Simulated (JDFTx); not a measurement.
Os:

```xyz
2
Lattice="2.7341 0.0000 0.0000 -1.3671 2.3678 0.0000 0.0000 0.0000 4.3197" Properties=species:S:1:pos:R:3 pbc="T T T"
Os    1.3671    0.7893    3.2398
Os    0.0000    1.5785    1.0799
```

Program: JDFTx 1.7.0 (patched build). Alike in all runs: task single point; no spin polarisation; cell as given; k mesh 11 × 11 × 6; cutoff (eV) 1007; smearing fermi-dirac 0.05 eV.

Task: Order these runs on this cell by their pressure, lowest first.
A. level RPBE; potentials or basis PseudoDojo-SR-PBE-0.5-standard with smoothed tails; local potential set to -Z/r beyond 6 bohr; pseudo rcut 6
B. level BLYP; potentials or basis PseudoDojo-SR-PBE-0.5-standard with smoothed tails; local potential set to -Z/r beyond 6 bohr; pseudo rcut 6
C. level PBE; potentials or basis PseudoDojo-SR-PBE-0.5-standard

Result: C (8.2 GPa), A (12.2 GPa), B (25.1 GPa).

Caveats: the potentials were made for another functional, which shifts forces and pressure (some runs); so large a pressure means that the cell lies far from this level's equilibrium, or that cutoff or potentials fall short (some runs).

Not every run made on this cell is shown here.
